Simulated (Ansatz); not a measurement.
# Ag: pressure against volume, fitted

```xyz
1
Lattice="0.0000 2.0431 2.0431 2.0431 0.0000 2.0431 2.0431 2.0431 0.0000" Properties=species:S:1:pos:R:3 pbc="T T T"
Ag    0.0000    0.0000    0.0000
```

The conventional cell has a = 4.086 Å, b = 4.086 Å, c = 4.086 Å, α = 90.00°, β = 90.00°, γ = 90.00°. Ag (atom 1) is surrounded by 12 Ag at 2.89 Å.

The cell is COD entry 9008459, as deposited and not checked against the literature; nothing was relaxed.

All numbers below come from DFT, PBE, all-electron LAPW, scalar-relativistic (Ansatz 0.2.0).

Numerical set-up: a Γ-centred 15×15×15 k mesh, Fermi–Dirac smearing of 0.05 eV, basis error target 1 meV/atom, no spin polarisation.

The cell is scaled evenly. Fractional coordinates are held (clamped ions).

```
V (Å³/atom)  P (GPa)
     16.042    13.00
     16.375     9.86
     16.545     8.40
     16.716     7.03
     16.886     5.75
     17.057     4.54
     17.227     3.41
     17.398     2.36
     17.569     1.37
     17.739     0.44
     18.080    -1.23
```

Q: Fit a third-order Birch–Murnaghan curve to the pressures.

A: P = (3B0/2)(y^(7/2) − y^(5/2))[1 + (3/4)(B0′ − 4)(y − 1)] with y = (V0/V)^(2/3) fits within 0.01 GPa for V0 = 17.825 Å³/atom, B0 = 90.6 GPa and B0′ = 5.88.

Q: Predict the pressure at the withheld volume, 16.033 Å³/atom.

A: There y = 1.0732, so the fit gives 13.09 GPa; the run gave 13.08 GPa.
